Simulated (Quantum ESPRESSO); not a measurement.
Runs of Quantum ESPRESSO 7.5 on Mg. The typed cell holds 1 atom: a = 3.090 Å, b = 3.223 Å, c = 3.190 Å, α = 105.99°, β = 102.57°, γ = 124.14°. This isn't the form of Mg at room conditions, which is hcp.

| task | level | potentials or basis | cell | k mesh | cutoff (eV) | smearing | form of the LDA correlation | ASE optimiser | most ionic steps | forc conv thr | etot conv thr | mesh quality | gap on the mesh (eV) | pressure (GPa) |
| --- | --- | --- | --- | --- | --- | --- | --- | --- | --- | --- | --- | --- | --- | --- |
| relaxation of cell and atoms | LDA | PseudoDojo 0.4.1 SR LDA stringent | relaxed | 5 × 5 × 4 | 1143 | methfessel-paxton 0.2 eV | PW92 | LBFGS | - | - | - | coarse | none | 0.0 |
| single point | OLYP | JTH 2.0 LDA | as given | 12 × 11 × 10 | 490 | fermi-dirac 0.136 eV | - | - | - | - | - | not flagged | none | (a) |
| real-space fields | LDA | GBRV 1.5 LDA | as given | 12 × 11 × 10 | 612 | cold 0.2 eV | PZ81 | - | - | - | - | not flagged | none | 0.3 |
| relaxation of cell and atoms | BP86+D3(BJ) | SPMS 1.0 PBE | relaxed to 0.3 kbar | 7 × 6 × 6 | 952 | cold 0.2 eV | - | - | 40 | 0.0004 Ry/bohr | 1e-05 Ry | coarse | none | 0.0 |
| real-space fields | PBE | SSSP 1.3 efficiency PBE | as given | 12 × 11 × 10 | 748 | methfessel-paxton 0.05 eV | - | - | - | - | - | not flagged | none | 2.6 |

Alike in all rows: no spin polarisation.

Problem. Estimate the missing entries.

Solution. (a) 3.5.

Caveats: some runs use coarse meshes; the potentials were made for another functional, which shifts forces and pressure (some runs); the cutoff is low for these files, which shifts pressure and relaxed volume (some runs); pairwise dispersion overbinds metals, which lowers pressure and volume (some runs).

A gap of «none» marks a metal or a gap under the smearing width.

The runs don't all hold the same shells in valence.
